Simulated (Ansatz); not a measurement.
# InSe (R3m) in Ansatz: notebook, part 2 of 2

Ansatz 0.2.0. Earlier steps stand in the parts before.

### 5 Single point, RPBE+D3(BJ), 28.65 Å³/atom (volume scaled by 0.98)

input.yaml reads:

```yaml
crystal:
  lattice:
    - [1.9865767768, 1.1469506368, 8.3833539979]
    - [-1.9865767768, 1.1469506368, 8.3833539979]
    - [0.0, -2.2939012737, 8.3833539979]
  atoms:
    - { symbol: In, position: [0.8886, 0.8886, 0.8886] }
    - { symbol: In, position: [0.0, 0.0, 0.0] }
    - { symbol: Se, position: [0.1719, 0.1719, 0.1719] }
    - { symbol: Se, position: [0.3835, 0.3835, 0.3835] }
hamiltonian:
  xc: rpbe
  pseudopotentials: { kind: paw }
  dispersion: d3bj
kpoints:
  mp_grid: { grid: [8, 8, 8] }
scf:
  occupations: { method: fermi_dirac, width: 0.05 }
output:
  forces: true
  stress: true
  eigenvalues: true
```

On the command line:

```console
ansatz run input.yaml --threads 2 --pin off --max-ram 5120MiB --backend cpu --events-out ev --progress --plain --runs-dir out
```

Run time: 19 s. Hardware: 2 threads of Intel Xeon at 2.50GHz (Skylake/Cascade Lake), shared host; peak memory 0.5 GiB.

Results (log left out):

- Free energy: -22170.3325 eV
- Pressure: -3.7 GPa
- Largest force: 0.485 eV/Å
- Band gap on the k mesh: 0.63 eV, direct

Caveat: spin-orbit coupling is left out, which moves the levels of the heavy elements; the PAW data sets come from PBE, with cores solved anew for the run's functional, which leaves a small shift of forces and pressure.

### 6 Single point, RPBE+D3(BJ), 29.24 Å³/atom

Changes to input.yaml since step 5:

```diff
@@ -2,5 +2,5 @@
   lattice:
-    - [1.9865767768, 1.1469506368, 8.3833539979]
-    - [-1.9865767768, 1.1469506368, 8.3833539979]
-    - [0.0, -2.2939012737, 8.3833539979]
+    - [2.0, 1.1547005384, 8.44]
+    - [-2.0, 1.1547005384, 8.44]
+    - [0.0, -2.3094010768, 8.44]
   atoms:
@@ -22 +22,5 @@
   eigenvalues: true
+  write_density: true
+  write_potential: true
+  elf: true
+  volumetric_format: npy
```

Potentials or basis: Ansatz PAW.

On the command line:

```console
ansatz run input.yaml --threads 2 --pin off --max-ram 5120MiB --backend cpu --events-out ev --progress --plain --runs-dir out
```

It took 29 s on 2 threads of Intel Xeon at 2.50GHz (Skylake/Cascade Lake), shared host; peak memory 0.53 GiB.

The run converged. Its results:

- Free energy: -22170.2726 eV
- Pressure: -4.5 GPa
- Largest force: 0.389 eV/Å
- Band gap on the k mesh: 0.58 eV, direct

Caveat: spin-orbit coupling is left out, which moves the levels of the heavy elements; the PAW data sets come from PBE, with cores solved anew for the run's functional, which leaves a small shift of forces and pressure.

### 7 Single point, RPBE+D3(BJ), 29.82 Å³/atom (volume scaled by 1.02)

Changes to input.yaml since step 6:

```diff
@@ -2,5 +2,5 @@
   lattice:
-    - [2.0, 1.1547005384, 8.44]
-    - [-2.0, 1.1547005384, 8.44]
-    - [0.0, -2.3094010768, 8.44]
+    - [2.0132454191, 1.1623477847, 8.4958956687]
+    - [-2.0132454191, 1.1623477847, 8.4958956687]
+    - [0.0, -2.3246955694, 8.4958956687]
   atoms:
@@ -22,5 +22 @@
   eigenvalues: true
-  write_density: true
-  write_potential: true
-  elf: true
-  volumetric_format: npy
```

On the command line:

```console
ansatz run input.yaml --threads 2 --pin off --max-ram 5120MiB --backend cpu --events-out ev --progress --plain --runs-dir out
```

Run time: 18 s. Hardware: 2 threads of Intel Xeon at 2.50GHz (Skylake/Cascade Lake), shared host; peak memory 0.51 GiB.

It converged, with:

```
Free energy            : -22170.2008 eV
Pressure               : -5.3 GPa
Largest force          : 0.299 eV/Å
Band gap on the k mesh : 0.52 eV, direct
```

Caveat: spin-orbit coupling is left out, which moves the levels of the heavy elements; the PAW data sets come from PBE, with cores solved anew for the run's functional, which leaves a small shift of forces and pressure.

### 8 Single point, RPBE+D3(BJ), 30.41 Å³/atom (volume scaled by 1.04)

Changes to input.yaml since step 7:

```diff
@@ -2,5 +2,5 @@
   lattice:
-    - [2.0132454191, 1.1623477847, 8.4958956687]
-    - [-2.0132454191, 1.1623477847, 8.4958956687]
-    - [0.0, -2.3246955694, 8.4958956687]
+    - [2.0263188076, 1.1698957091, 8.5510653682]
+    - [-2.0263188076, 1.1698957091, 8.5510653682]
+    - [0.0, -2.3397914182, 8.5510653682]
   atoms:
```

On the command line:

```console
ansatz run input.yaml --threads 2 --pin off --max-ram 5120MiB --backend cpu --events-out ev --progress --plain --runs-dir out
```

It took 20 s on 2 threads of Intel Xeon at 2.50GHz (Skylake/Cascade Lake), shared host; peak memory 0.51 GiB.

Results (log left out):

```yaml
Free_energy: -22170.1185 eV
Pressure: -6.0 GPa
Largest_force: 0.248 eV/Å
Band_gap_on_the_k_mesh: 0.48 eV, direct
```

Caveat: spin-orbit coupling is left out, which moves the levels of the heavy elements; the PAW data sets come from PBE, with cores solved anew for the run's functional, which leaves a small shift of forces and pressure.

### 9 Single point, RPBE+D3(BJ), 30.99 Å³/atom (volume scaled by 1.06)

Changes to input.yaml since step 8:

```diff
@@ -2,5 +2,5 @@
   lattice:
-    - [2.0263188076, 1.1698957091, 8.5510653682]
-    - [-2.0263188076, 1.1698957091, 8.5510653682]
-    - [0.0, -2.3397914182, 8.5510653682]
+    - [2.0392256448, 1.177347475, 8.6055322212]
+    - [-2.0392256448, 1.177347475, 8.6055322212]
+    - [0.0, -2.35469495, 8.6055322212]
   atoms:
@@ -22 +22,5 @@
   eigenvalues: true
+  write_density: true
+  write_potential: true
+  elf: true
+  volumetric_format: npy
```

Potentials or basis: Ansatz PAW.

On the command line:

```console
ansatz run input.yaml --threads 2 --pin off --max-ram 5120MiB --backend cpu --events-out ev --progress --plain --runs-dir out
```

It took 31 s on 2 threads of Intel Xeon at 2.50GHz (Skylake/Cascade Lake), shared host; peak memory 0.54 GiB.

It converged, with:

| Quantity | Value |
| --- | --- |
| Free energy | -22170.0270 eV |
| Pressure | -6.6 GPa |
| Largest force | 0.394 eV/Å |
| Band gap on the k mesh | 0.43 eV, direct |

Caveat: spin-orbit coupling is left out, which moves the levels of the heavy elements; the PAW data sets come from PBE, with cores solved anew for the run's functional, which leaves a small shift of forces and pressure.

### 10 Equation of state, RPBE+D3(BJ)

This step only gathers the single runs of the series.

Results:

```yaml
Equilibrium_volume: "26.74 Å³/atom (rough: see the caveat)"
Bulk_modulus_at_fixed_shape_and_positions: 62 GPa (rough)
```

Energy against volume, from the lowest point:
```
volume (Å³/atom)  energy (meV/atom)
          27.483               0.00
          28.068               7.86
          28.652              19.50
          29.237              34.48
          29.822              52.43
          30.406              73.00
          30.991              95.88
```

Caveat: the potentials were made for another functional, which shifts forces and pressure; the minimum lies outside the volumes run; the cell was scaled at fixed shape and fractional positions, which overstates the stiffness of a crystal with free parameters, most of all of layers and chains.

### 11 Against experiment

Step 2. A measured gap of InSe is 1.25 eV (300 K; “The Interaction of Hydrogen with the van der Waals Crystal γ-InSe”, 2020, pmc:7321205); the calculated 0.34 eV misses it by -0.91 eV. Spin-orbit coupling on In, Se is left out. The value is that of PBEsol, without temperature or zero-point motion. Semilocal functionals fall short of measured gaps as a rule.
